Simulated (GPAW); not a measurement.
Runs of GPAW 26.7.0 on CuO. Symmetry: Cccm, No. 66, orthorhombic system. The conventional cell has a = 3.982 Å, b = 4.307 Å, c = 5.156 Å, α = 90.00°, β = 90.00°, γ = 90.00°. Cu (site symmetry 2/m) has 4 O at 1.95 Å as nearest neighbours. Around O (site symmetry 222) lie 4 Cu at 1.95 Å. Measurements of this composition are mostly on another form, of space group No. 15.

```tsv
task	level	U	cell	k mesh	optimizer	fmax	max steps	convergence	band path	pressure (GPa)
relaxation of cell and atoms	PBEsol+D3(BJ)+ATM	-	relaxed	6 × 6 × 4	BFGS	0.02 eV/Å	60	density=1e-05 forces=0.0001	-	0.0
band structure	PBEsol+U	Cu d U = 6 eV	as given	7 × 7 × 4	-	-	-	-	GXSRAZGYX1A1TY,ZT	-4.1
band structure	PBEsol+U	Cu d U = 3 eV	as given	7 × 7 × 4	-	-	-	-	GXSRAZGYX1A1TY,ZT	-3.9
band structure	PBEsol+U	Cu d U = 4 eV	as given	7 × 7 × 4	-	-	-	-	GXSRAZGYX1A1TY,ZT	-4.0
band structure	PBEsol	-	as given	7 × 7 × 4	-	-	-	-	GXSRAZGYX1A1TY,ZT	(a)
```

Alike in all rows: potentials or basis PAW data sets generated in the run's folder for this functional, pw; no spin polarisation; cutoff (eV) 800; smearing fermi-dirac 0.05 eV.

Question: Estimate the missing entries.

Answer: (a) -3.7.

Caveats: with this Cu data set, volumes or pressures lay over 1.5 % or 2 GPa off other programs in two to four cells of ten; the run has no spin polarisation, though such a crystal can be magnetic; U without spin polarisation on a metal has little footing (some runs); later steps reuse the first step's grids (some runs); pairwise dispersion overbinds metals, which lowers pressure and volume (some runs).

Not every run made on this cell is shown here.
